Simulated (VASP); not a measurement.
# Mg12O (a cell with a defect) in VASP: a series of runs, part 2 of 2

VASP 6.6.1.

### 3 Relaxation of the atoms, PBEsol

File INCAR:

```
  ALGO = Normal
  EDIFF = 1E-6
  EDIFFG = -0.08
  ENCUT = 520
  GGA = PS
  IBRION = 2
  ISIF = 2
  ISMEAR = -1
  LASPH = T
  LCHARG = F
  LREAL = F
  LWAVE = F
  NELM = 100
  NSW = 45
  PREC = Accurate
  SIGMA = 0.05
```

File KPOINTS:

```
k-points
0
Gamma
  2 2 2
```

File POSCAR:

```
Mg12O
1.0
    6.4200000000      0.0000000000      0.0000000000
   -4.8150000000      8.3398250000      0.0000000000
    0.0000000000      0.0000000000      5.2130400000
Mg O
12 1
Direct
    0.0000000000      0.0000000000      0.0000000000
    0.1666667000      0.2222222000      0.5000000000
    0.0000000000      0.3333333000      0.0000000000
    0.1666667000      0.5555556000      0.5000000000
    0.0000000000      0.6666667000      0.0000000000
    0.1666667000      0.8888889000      0.5000000000
    0.5000000000      0.0000000000      0.0000000000
    0.6666667000      0.2222222000      0.5000000000
    0.5000000000      0.3333333000      0.0000000000
    0.6666667000      0.5555556000      0.5000000000
    0.5000000000      0.6666667000      0.0000000000
    0.6666667000      0.8888889000      0.5000000000
    0.8411685000      0.4499900000      0.2388456000
```

Potentials or basis: VASP PAW PBE potentials, release 64 (Mg, O).

On the command line:

```bash
$ cat potpaw_PBE.64/Mg/POTCAR potpaw_PBE.64/O/POTCAR > POTCAR
$ mpirun -np 1 vasp_std > vasp.out
```

OUTCAR:

```text
EDIFF = 1E-6
   EDIFFG = -0.08
   ENCUT = 520
   GGA = PS
   IBRION = 2
   ISIF = 2
   ISMEAR = -1
   LASPH = T
   LREAL = F
   NELM = 100
   NSW = 45
   PREC = Accurate

 ion  position               nearest neighbor table
   1  0.000  0.000  0.000-  12 3.20  12 3.20   2 3.20   2 3.20   6 3.20   6 3.20   5 3.21   3 3.21
                             9 3.21  11 3.21   7 3.21   7 3.21
   2  0.167  0.222  0.500-   9 3.20   9 3.20   1 3.20   1 3.20   3 3.20   3 3.20   6 3.21  12 3.21
                             8 3.21   8 3.21  10 3.21   4 3.21
   3  0.000  0.333  0.000-  13 2.24   8 3.20   8 3.20   2 3.20   2 3.20   4 3.20   4 3.20   1 3.21
                             7 3.21   9 3.21   9 3.21  11 3.21   5 3.21
   4  0.167  0.556  0.500-  13 2.26  11 3.20  11 3.20   5 3.20   5 3.20   3 3.20   3 3.20   6 3.21
                            12 3.21  10 3.21  10 3.21   8 3.21   2 3.21
   5  0.000  0.667  0.000-  13 2.19  10 3.20  10 3.20   6 3.20   6 3.20   4 3.20   4 3.20   1 3.21
                             7 3.21  11 3.21  11 3.21   9 3.21   3 3.21
   6  0.167  0.889  0.500-   7 3.20   7 3.20   5 3.20   5 3.20   1 3.20   1 3.20   4 3.21   2 3.21
                             8 3.21  10 3.21  12 3.21  12 3.21
[... 217 lines left out ...]
  external PRESSURE =     -19.7566547 kB  Pullay stress =       0.0000000 kB
[... 222 lines left out ...]
--------------------------------------- Ionic step        6  -------------------------------------------

 number of electron      30.0000001 magnetization

 Free energy of the ion-electron system (eV)
  ---------------------------------------------------
  ext. energy  EPLUGINS =         0.00000000
  ---------------------------------------------------
  free energy    TOTEN  =       -29.61543732 eV

  energy without entropy =      -29.57079113  energy(sigma->0) =      -29.59311422

 E-fermi :   2.6754     XC(G=0):  -8.6415

 val. band max:        2.6643341428   @ k =   0.0000   0.0000   0.0000
 cond. band min:       2.7516396534   @ k =   0.5000   0.0000   0.5000
 fundamental gap:      0.0873055106
 Fermi energy:         2.6754135070

 k-point     1 :       0.0000    0.0000    0.0000
  band No.  band energies     occupation
      1     -16.4705      2.00000
      2      -3.8512      2.00000
      3      -3.3290      2.00000
      4      -3.1243      2.00000
      5      -2.8489      2.00000
      6      -1.6336      2.00000
[... 229 lines left out ...]
  FREE ENERGIE OF THE ION-ELECTRON SYSTEM (eV)
  ---------------------------------------------------
  free  energy   TOTEN  =       -29.6154373154 eV

  energy  without entropy=      -29.5707911327  energy(sigma->0) =      -29.59311422

 reached required accuracy - stopping structural energy minimisation
```

OSZICAR:

```text
N       E                     dE             d eps       ncg     rms          rms(c)
DAV:   1     0.744255205451E+02    0.74426E+02   -0.99070E+03   352   0.103E+03
DAV:   2    -0.164933549482E+02   -0.90919E+02   -0.85113E+02   460   0.134E+02
DAV:   3    -0.313891840575E+02   -0.14896E+02   -0.14682E+02   442   0.531E+01
[... 56 lines left out ...]
DAV:   5    -0.296154586198E+02   -0.23290E-04   -0.88491E-04   400   0.159E-01    0.344E-02
DAV:   6    -0.296154385141E+02    0.20106E-04   -0.10762E-04   400   0.590E-02    0.168E-02
DAV:   7    -0.296154384163E+02    0.97810E-07   -0.62090E-05   408   0.401E-02    0.857E-03
DAV:   8    -0.296154373923E+02    0.10240E-05   -0.54381E-06   376   0.146E-02    0.363E-03
DAV:   9    -0.296154373154E+02    0.76921E-07   -0.22863E-06   340   0.756E-03
   6 F= -.29615437E+02 E0= -.29593114E+02  d E =-.171640E-01
```

CONTCAR:

```text
Mg12O
   1.00000000000000
     6.4199999999999999    0.0000000000000000    0.0000000000000000
    -4.8150000000000004    8.3398249999999994    0.0000000000000000
     0.0000000000000000    0.0000000000000000    5.2130400000000003
  Mg              O
    12     1
Direct
     0.0004663164525191    0.0006819553316790    0.9968663342605247
     0.1634065091453991    0.2161693906737262    0.5119542835704036
     0.9988865094062404    0.3399708085732738    0.0006485176733470
     0.1587845685190946    0.5519010564584110    0.4917014800497322
     0.9955357344044702    0.6596441103296605    0.9995245072637805
     0.1735975496441258    0.8973346065527685    0.5041700131624940
     0.4929119974920794    0.9918102617039208    0.9964322612706195
     0.6725403627757619    0.2308148821811994    0.4961316574067337
     0.5090748848880932    0.3380265358628393    0.0061386587115781
     0.6689569219547716    0.5494495414268045    0.4961315497800095
     0.5052508136538498    0.6737439053310070    0.9876671938792694
     0.6666883889376208    0.8885575762094001    0.5027784628493671
     0.8350681427259785    0.4452187693652958    0.2487006801221386

  0.00000000E+00  0.00000000E+00  0.00000000E+00
  0.00000000E+00  0.00000000E+00  0.00000000E+00
  0.00000000E+00  0.00000000E+00  0.00000000E+00
  0.00000000E+00  0.00000000E+00  0.00000000E+00
  0.00000000E+00  0.00000000E+00  0.00000000E+00
  0.00000000E+00  0.00000000E+00  0.00000000E+00
  0.00000000E+00  0.00000000E+00  0.00000000E+00
  0.00000000E+00  0.00000000E+00  0.00000000E+00
  0.00000000E+00  0.00000000E+00  0.00000000E+00
  0.00000000E+00  0.00000000E+00  0.00000000E+00
  0.00000000E+00  0.00000000E+00  0.00000000E+00
  0.00000000E+00  0.00000000E+00  0.00000000E+00
  0.00000000E+00  0.00000000E+00  0.00000000E+00
```

Wall time 4.4 min (1 thread of Intel Xeon Platinum 8559C (Emerald Rapids), shared host); peak memory 0.38 GiB.

What came out:

```
Free energy                  : -29.6154 eV
Energy gained by relaxing    : 9.4 meV/atom
Ionic steps                  : 6
Pressure after relaxing      : -1.6 GPa
Largest force after relaxing : 0.065 eV/Å
Band gap on the k mesh       : none (metal or under the smearing width)
```

Forces in eV/Å, atoms in the order of the input:
```
Mg  -0.002  0.003  0.065
Mg  -0.023 -0.005  0.027
Mg   0.002  0.001  0.019
Mg   0.024  0.023 -0.042
Mg  -0.009 -0.010  0.031
Mg   0.010  0.003 -0.042
Mg  -0.006  0.010  0.024
Mg   0.019 -0.017  0.005
Mg  -0.018 -0.021  0.033
Mg  -0.007  0.013 -0.009
Mg   0.017 -0.004 -0.040
Mg   0.002  0.009 -0.063
O   -0.010 -0.006 -0.008
```

The path:
```csv
step,energy change (eV),largest force (eV/Å),pressure (GPa)
1,0.0000,0.4049,-1.98
2,-0.0504,0.2843,-1.90
3,-0.1046,0.1551,-1.56
4,-0.1052,0.1537,-1.60
5,-0.1132,0.1211,-1.61
6,-0.1224,0.0650,-1.63
```

Final structure:
```yaml
crystal:
  lattice:
    - [6.42000, 0.00000, 0.00000]
    - [-4.81500, 8.33982, 0.00000]
    - [0.00000, 0.00000, 5.21304]
  atoms:
    - { symbol: Mg, position: [0.00047, 0.00068, 0.99687] }
    - { symbol: Mg, position: [0.16341, 0.21617, 0.51195] }
    - { symbol: Mg, position: [0.99889, 0.33997, 0.00065] }
    - { symbol: Mg, position: [0.15878, 0.55190, 0.49170] }
    - { symbol: Mg, position: [0.99554, 0.65964, 0.99952] }
    - { symbol: Mg, position: [0.17360, 0.89733, 0.50417] }
    - { symbol: Mg, position: [0.49291, 0.99181, 0.99643] }
    - { symbol: Mg, position: [0.67254, 0.23081, 0.49613] }
    - { symbol: Mg, position: [0.50907, 0.33803, 0.00614] }
    - { symbol: Mg, position: [0.66896, 0.54945, 0.49613] }
    - { symbol: Mg, position: [0.50525, 0.67374, 0.98767] }
    - { symbol: Mg, position: [0.66669, 0.88856, 0.50278] }
    - { symbol: O, position: [0.83507, 0.44522, 0.24870] }
```

Caveat: the k mesh is coarse (spacing up to 0.60 Å⁻¹), so the values aren't converged; the PAW data sets were made with another functional, which shifts forces and pressure a little; the relaxation stopped at a loose force limit of 0.08 eV/Å, so its end isn't a converged minimum.

### 4 Single point, PBEsol

File INCAR:

```
SYSTEM = Mg12O
ALGO = Fast
EDIFF = 1E-6
ENCUT = 520
GGA = PS
ISIF = 2
ISMEAR = -1
LASPH = .True.
LCHARG = .False.
LREAL = .False.
LWAVE = .False.
NBANDS = 27
NELM = 100
PREC = Accurate
SIGMA = 0.05
```

File KPOINTS:

```
k-points
0
Gamma
  2 2 2
  0 0 0
```

File POSCAR:

```
Mg12O
1.0
    6.4200000000      0.0000000000      0.0000000000
   -4.8150000000      8.3398250000      0.0000000000
    0.0000000000      0.0000000000      5.2130400000
Mg O
12 1
Direct
    0.0021461626     -0.0201083356      0.0633219772
    0.2126867012      0.2587224552      0.6299395362
   -0.0899345125      0.3339398608      0.0164203612
    0.2525134505      0.5413782663      0.3410102359
    0.0236002781      0.6829519804     -0.0089199392
    0.2004397483      0.8810016997      0.4951429492
    0.4771116890     -0.0228541966     -0.0194895876
    0.6396973763      0.2114552763      0.5876417599
    0.4346123656      0.3227645664      0.0667556742
    0.7103288477      0.5559109454      0.5331821739
    0.5213469038      0.7085040753     -0.1168607952
    0.6197946567      0.8477635922      0.4039677424
    0.8380326044      0.5009697446      0.2456340254
```

Potentials or basis: VASP PAW PBE potentials, release 64 (Mg, O).

On the command line:

```bash
$ cat potpaw_PBE.64/Mg/POTCAR potpaw_PBE.64/O/POTCAR > POTCAR
$ mpirun -np 1 vasp_std > vasp.out
```

OUTCAR:

```text
SYSTEM = Mg12O
   EDIFF = 1E-6
   ENCUT = 520
   GGA = PS
   ISIF = 2
   ISMEAR = -1
   LASPH = .True.
   LREAL = .False.
   NELM = 100
   PREC = Accurate

 ion  position               nearest neighbor table
   1  0.002  0.980  0.063-  12 2.77   5 2.95   6 2.97  11 3.03   9 3.07   7 3.09   2 3.24   7 3.39
                             6 3.54
   2  0.213  0.259  0.630-   9 2.59   8 3.00   4 3.01  10 3.08   3 3.13   9 3.19   1 3.24   8 3.48

   3  0.910  0.334  0.016-  13 2.23   4 2.70   8 2.71   9 3.01   5 3.07   2 3.13   7 3.16   8 3.35
                             9 3.43
   4  0.253  0.541  0.341-  13 2.54   3 2.70  12 2.72  11 2.91   2 3.01  10 3.04   5 3.06   9 3.21
                            11 3.28   6 3.54
   5  0.024  0.683  0.991-  13 2.04   7 2.87   1 2.95  10 2.96   4 3.06   3 3.07   6 3.07   6 3.11
                            11 3.13  10 3.33  11 3.40   9 3.66
   6  0.200  0.881  0.495-  12 2.90   7 2.96   1 2.97   8 3.06   5 3.07   7 3.09   5 3.11  10 3.14
                             1 3.54   4 3.54  12 3.61
   7  0.477  0.977  0.981-  11 2.79   8 2.83   5 2.87  12 2.90   6 2.96   6 3.09   1 3.09   3 3.16
                             1 3.39   9 3.50  12 3.54
   8  0.640  0.211  0.588-   3 2.71   7 2.83   2 3.00   6 3.06  10 3.13   9 3.25   3 3.35   9 3.42
                             2 3.48  12 3.57
   9  0.435  0.323  0.067-  13 2.47   2 2.59   3 3.01   1 3.07  10 3.18   2 3.19   4 3.21   8 3.25
                             8 3.42   3 3.43  10 3.45   7 3.50  11 3.60   5 3.66
  10  0.710  0.556  0.533-  13 1.91  11 2.96   5 2.96   4 3.04   2 3.08   8 3.13   6 3.14   9 3.18
                            12 3.21   5 3.33   9 3.45
  11  0.521  0.709  0.883-  12 2.76   7 2.79   4 2.91  12 2.95  10 2.96   1 3.03   5 3.13   4 3.28
                             5 3.40   9 3.60
  12  0.620  0.848  0.404-   4 2.72  11 2.76   1 2.77   7 2.90   6 2.90  11 2.95  10 3.21   7 3.54
                             8 3.57   6 3.61
  13  0.838  0.501  0.246-  10 1.91   5 2.04   3 2.23   9 2.47   4 2.54

  LATTYP: Found a simple monoclinic cell.
 ALAT       =     6.4200000000
 B/A-ratio  =     0.8120000000
 C/A-ratio  =     1.3228757108
 COS(beta)  =    -0.1889822286

  Lattice vectors:

 A1 = (   6.4200000000,   0.0000000000,   0.0000000000)
 A2 = (   0.0000000000,   0.0000000000,   5.2130400000)
 A3 = (  -1.6050000000,  -8.3398250000,   0.0000000000)

Analysis of symmetry for initial positions (statically):
=====================================================================
 Subroutine PRICEL returns:
 Original cell was already a primitive cell.

 Routine SETGRP: Setting up the symmetry group for a
 simple monoclinic supercell.

 Subroutine GETGRP returns: Found  1 space group operations
 (whereof  1 operations were pure point group operations)
 out of a pool of  4 trial point group operations.

The static configuration has the point symmetry C_1 .

Analysis of symmetry for dynamics (positions and initial velocities):
=====================================================================
 Subroutine PRICEL returns:
 Original cell was already a primitive cell.

 Routine SETGRP: Setting up the symmetry group for a
 simple monoclinic supercell.

 Subroutine GETGRP returns: Found  1 space group operations
 (whereof  1 operations were pure point group operations)
 out of a pool of  4 trial point group operations.

The dynamic configuration has the point symmetry C_1 .

[... 90 lines left out ...]
   ions per type =              12   1
   NGX,Y,Z   is equivalent  to a cutoff of  12.43, 12.43, 12.76 a.u.
   NGXF,Y,Z  is equivalent  to a cutoff of  24.86, 24.86, 25.51 a.u.
 SYSTEM =  Mg12O
   PREC   = accura    normal or accurate (medium, high low for compatibility)
   ISTART =      0    job   : 0-new  1-cont  2-samecut
   ICHARG =      2    charge: 1-file 2-atom 10-const
   ISPIN  =      1    spin polarized calculation?
   LNONCOLLINEAR =      F non collinear calculations
   LSORBIT =      F    spin-orbit coupling
   LASPH  =      T    aspherical Exc in radial PAW
   ENCUT  =  520.0 eV  38.22 Ry    6.18 a.u.  11.94 17.91  9.69*2*pi/ulx,y,z
   NELM   =    100;   NELMIN=  2; NELMDL= -5     # of ELM steps
   EDIFF  = 0.1E-05   stopping-criterion for ELM
   LREAL  =      F    real-space projection
   EDIFFG = 0.1E-04   stopping-criterion for IOM
   NSW    =      0    number of steps for IOM
   IBRION =     -1    ionic relax: 0-MD 1-quasi-New 2-CG
   NFREE  =      0    steps in history (QN), initial steepest desc. (CG)
   ISIF   =      2    stress and relaxation
   ISYM   =      2    0-nonsym 1-usesym 2-fastsym
   POTIM  = 0.5000    time-step for ionic-motion
   TEBEG  =    0.0;   TEEND  =   0.0 temperature during run
   PSTRESS=    0.0 pullay stress
   NELECT =      30.0000    total number of electrons
   NUPDOWN=      -1.0000    fix difference up-down
   EMIN   =  10.00;   EMAX   =-10.00  energy-range for DOS
   EFERMI =   0.00;   METHOD = LEGACY
   ISMEAR =    -1;   SIGMA  =   0.05  broadening in eV -4-tet -1-fermi 0-gaus
   EFERMI_NEDOS =   21; number of points for ismear=-14 and -15
   IALGO  =     68    algorithm
   IMIX   =      4    mixing-type and parameters
     AMIX     =   0.40;   BMIX     =  1.00
     AMIX_MAG =   1.60;   BMIX_MAG =  1.00
  volume/ion in A,a.u.               =      21.47       144.89
  Fermi-wavevector in a.u.,A,eV,Ry     =   0.778373  1.470911  8.243280  0.605864
  Thomas-Fermi vector in A             =   1.881255
   LORBIT       =      0    0 simple, 1 ext, 2 COOP (PROOUT), +10 PAW based schemes
   GGA     = PS    functional components
   LHFCALC =     F    Hartree Fock is set to
   AEXX    =    0.0000 exact exchange contribution
   IVDW    =     0    specifies the selected vdW correction
   LEPSILON=     F    determine dielectric tensor
   LRPA    =     F    only Hartree local field effects (RPA)
 non-spin polarized calculation
 RMM-DIIS sequential band-by-band and
  energy-cutoff  :      520.00
  volume of cell :      279.11
 maximum number of plane-waves:      7532
 NGX is ok and might be reduce to    48
   NGX = 23   NGY = 35   NGZ = 19

 number of electron      29.9999999 magnetization

 Free energy of the ion-electron system (eV)
  ---------------------------------------------------
  ext. energy  EPLUGINS =         0.00000000
  ---------------------------------------------------
  free energy    TOTEN  =       -26.92944903 eV

  energy without entropy =      -26.88751375  energy(sigma->0) =      -26.90848139

 E-fermi :   2.5533     XC(G=0):  -8.5993

 val. band max:        2.5466139923   @ k =   0.5000   0.0000   0.5000
 cond. band min:       2.6301070311   @ k =   0.5000   0.5000   0.0000
 fundamental gap:      0.0834930388
 Fermi energy:         2.5532832885

 k-point     1 :       0.0000    0.0000    0.0000
  band No.  band energies     occupation
      1     -15.8120      2.00000
      2      -4.0272      2.00000
      3      -2.9629      2.00000
      4      -2.6992      2.00000
      5      -1.9195      2.00000
      6      -1.7129      2.00000
[... 229 lines left out ...]
     26       6.2375      0.00000
     27       7.0376      0.00000

------------------------ aborting loop because EDIFF is reached ----------------------------------------

  FORCE on cell =-STRESS in cart. coord.  units (eV):
  Direction    XX          YY          ZZ          XY          YZ          ZX
  --------------------------------------------------------------------------------------
  -------------------------------------------------------------------------------------
  Total       -0.6556942      3.4443113      9.8925119      2.1753056     -0.2991412      2.3586546
  in kB       -3.7638204     19.7710601     56.7850667     12.4867049     -1.7171324     13.5391656
  external PRESSURE =      24.2641021 kB  Pullay stress =       0.0000000 kB

 VOLUME and BASIS-vectors are now :
 -----------------------------------------------------------------------------
  energy-cutoff  :      520.00
  volume of cell :      279.11
      direct lattice vectors                 reciprocal lattice vectors
     6.420000000  0.000000000  0.000000000     0.155763240  0.089929945  0.000000000
    -4.815000000  8.339825000  0.000000000     0.000000000  0.119906593  0.000000000
     0.000000000  0.000000000  5.213040000     0.000000000  0.000000000  0.191826650

 POSITION                                       TOTAL-FORCE (eV/Angst)
 -----------------------------------------------------------------------------------
     -4.70440      8.17213      0.33010        -0.040186      0.725518     -0.767313
      0.11970      2.15770      3.28390        -0.871696     -0.756083     -0.990137
      4.23470      2.78500      0.08560        -0.013525      0.179093      0.396684
     -0.98560      4.51500      1.77770        -0.788219     -0.045464      0.862149
     -3.13690      5.69570      5.16654        -0.292936     -0.648013      0.408241
     -2.95520      7.34740      2.58120        -0.355496      0.055386      0.323387
     -1.64190      8.14922      5.11144         0.053972      0.659160      0.356366
      3.08870      1.76350      3.06340         0.041967     -0.037704     -1.116576
      1.23610      2.69180      0.34800         0.811873      0.783197      1.133159
      1.88360      4.63620      2.77950        -0.038755      0.006539      0.000526
     -0.06440      5.90880      4.60384         0.122858     -0.875234      0.026592
     -0.10290      7.07020      2.10590         0.317938      0.863726      0.476906
      2.96800      4.17800      1.28050         1.052204     -0.910121     -1.109986
 -----------------------------------------------------------------------------------
    total drift:                               -0.000120      0.000180      0.000041

  FREE ENERGIE OF THE ION-ELECTRON SYSTEM (eV)
  ---------------------------------------------------
  free  energy   TOTEN  =       -26.9294490329 eV

  energy  without entropy=      -26.8875137501  energy(sigma->0) =      -26.90848139
```

Run time: 2.3 min. Hardware: 1 thread of Intel Xeon Platinum 8559C (Emerald Rapids), shared host; peak memory 0.35 GiB.

Results:

| Item | Value |
| --- | --- |
| Free energy | -26.9294 eV |
| Pressure | 2.4 GPa |
| Largest force | 1.780 eV/Å |
| Band gap on the k mesh | none (metal or under the smearing width) |

Forces in eV/Å, atoms in the order of the input:
```
Mg  -0.040  0.726 -0.767
Mg  -0.872 -0.756 -0.990
Mg  -0.014  0.179  0.397
Mg  -0.788 -0.045  0.862
Mg  -0.293 -0.648  0.408
Mg  -0.355  0.055  0.323
Mg   0.054  0.659  0.356
Mg   0.042 -0.038 -1.117
Mg   0.812  0.783  1.133
Mg  -0.039  0.007  0.001
Mg   0.123 -0.875  0.027
Mg   0.318  0.864  0.477
O    1.052 -0.910 -1.110
```

Caveat: the k mesh is coarse (spacing up to 0.60 Å⁻¹), so the values aren't converged; the PAW data sets were made with another functional, which shifts forces and pressure a little.
